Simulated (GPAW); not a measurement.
Write an ASE script for GPAW 26.7.0 that does the following.

```
Task                : relaxation of cell and atoms
Functional          : BLYP
Potentials or basis : PAW data sets generated in the run's folder for this functional
Cutoff              : 800 eV
Basis               : pw
k mesh              : 8 × 8 × 8
Occupations         : fermi-dirac, width 0.05 eV
Spin                : no spin polarisation
Eigensolver         : davidson
Maxiter             : 150
Optimizer           : BFGS
Fmax                : 0.02 eV/Å
Max steps           : 60
```

The structure of AlO lies in AlO.xyz:

```xyz
2
Lattice="2.7691900000 0.0000000000 0.0000000000 0.0000000000 2.7691900000 0.0000000000 0.0000000000 0.0000000000 2.7691900000" Properties=species:S:1:pos:R:3 pbc="T T T"
Al     1.3845950000      1.3845950000      1.3845950000
O      0.0000000000      0.0000000000      0.0000000000
```

The cell was built by a generator and needn't be a form met in nature.

These files were run (other wordings do the same):

run.py

```python
from ase.filters import FrechetCellFilter
from ase.io import read, write
from ase.optimize import BFGS
from gpaw import GPAW, PW, setup_paths

setup_paths.insert(0, '.')

atoms = read('AlO.xyz')

calc = GPAW(mode=PW(800),
            xc='BLYP',
            kpts={'size': (8, 8, 8), 'gamma': True},
            occupations={'name': 'fermi-dirac', 'width': 0.05},
            nbands=12,
            convergence={'density': 1e-05, 'energy': 1e-05},
            eigensolver='davidson',
            maxiter=150,
            txt='gpaw.txt')
atoms.calc = calc
opt = BFGS(FrechetCellFilter(atoms), trajectory='relax.traj', logfile='-')
done = opt.run(fmax=0.02, steps=60)
calc.write('gs.gpw')
write('result.traj', atoms)
print('Converged:', done)
print('Cell:', atoms.cell.cellpar().round(4))
print('Volume:', round(atoms.get_volume(), 4))
print(atoms.get_scaled_positions().round(5))
```

Potentials or basis: PAW data sets generated in the run's folder for this functional, pw.

Launch:

```sh
$ gpaw-setup -f BLYP Al O
$ OMP_NUM_THREADS=1 python run.py
```

Results of the run:

```
Relaxed volume                         : 10.99 Å³/atom
Relaxed cell                           : a = 2.801 Å, b = 2.801 Å, c = 2.801 Å, α = 90.00°, β = 90.00°, γ = 90.00°
Space group after relaxing (to 0.05 Å) : Pm-3m (No. 221)
Energy gained by relaxing              : 5.4 meV/atom
Ionic steps                            : 3
Pressure after relaxing                : 0.1 GPa
Band gap on the k mesh                 : none (metal or under the smearing width)
```

Caveat: later steps reuse the first step's grids; an odd number of electrons without spin polarisation forces a metal; a magnetic or distorted state may lie lower.

Run time: 16 s on 1 thread of Arm Neoverse V2, on a shared host, peak memory 0.16 GiB.
